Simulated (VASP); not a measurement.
Input of a VASP 6.6.1 run:

POSCAR

```
MoS2
1.0
    3.1600000000      0.0000000000      0.0000000000
   -1.5800000000      2.7366402760      0.0000000000
    0.0000000000      0.0000000000     24.2700000000
S Mo
4 2
Direct
    0.0000000000      0.0000000000      0.3090234858
    0.0000000000      0.0000000000      0.4375772559
    0.3333333333      0.6666666667      0.5624227441
    0.3333333333      0.6666666667      0.6909765142
    0.3333333333      0.6666666667      0.3733003708
    0.6666666667      0.3333333333      0.6266996292
```

File INCAR.step1:

```
PREC = Accurate
ENCUT = 520
ISMEAR = 0
SIGMA = 0.01
LREAL = F
LASPH = T
NELM = 80
NBANDS = 35
GGA = PE
ALGO = Normal
EDIFF = 1E-4
LWAVE = T
LCHARG = F
```

Contents of INCAR.step2:

```
PREC = Accurate
ENCUT = 520
EDIFF = 1E-6
ISMEAR = 0
SIGMA = 0.01
LREAL = F
LASPH = T
NELM = 80
ALGO = Normal
ISIF = 2
LWAVE = F
LCHARG = F
METAGGA = R2SCAN
LMIXTAU = T
LUSE_VDW = T
IVDW_NL = 2
BPARAM = 11.95
CPARAM = 0.0093
NBANDS = 35
ISTART = 1
```

KPOINTS

```
regular mesh
0
Gamma
  12 12 1
```

Potentials or basis: VASP PAW PBE potentials, release 64 (S, Mo_sv).

Run with:

```bash
$ cat potpaw_PBE.64/S/POTCAR potpaw_PBE.64/Mo_sv/POTCAR > POTCAR
$ cp INCAR.step1 INCAR
$ mpirun -np 1 vasp_std > vasp.out
$ cp INCAR.step2 INCAR
$ mpirun -np 1 vasp_std > vasp.out
```

**Question.** What does it give for the largest force?

**Answer.** 0.028 eV/Å.

**Question.** Predict the band gap on the k mesh.

**Answer.** 1.33 eV, indirect (least direct gap 1.80 eV).

Forces in eV/Å, atoms in the order of the input:
```
S    0.000  0.000 -0.005
S    0.000  0.000 -0.016
S    0.000  0.000  0.028
S    0.000  0.000  0.014
Mo   0.000  0.000 -0.016
Mo   0.000  0.000 -0.006
```

Caveat: the PAW data sets were made with another functional, which shifts forces and pressure a little. r2SCAN opens gaps a little over a GGA but as a rule still falls short of measured ones.
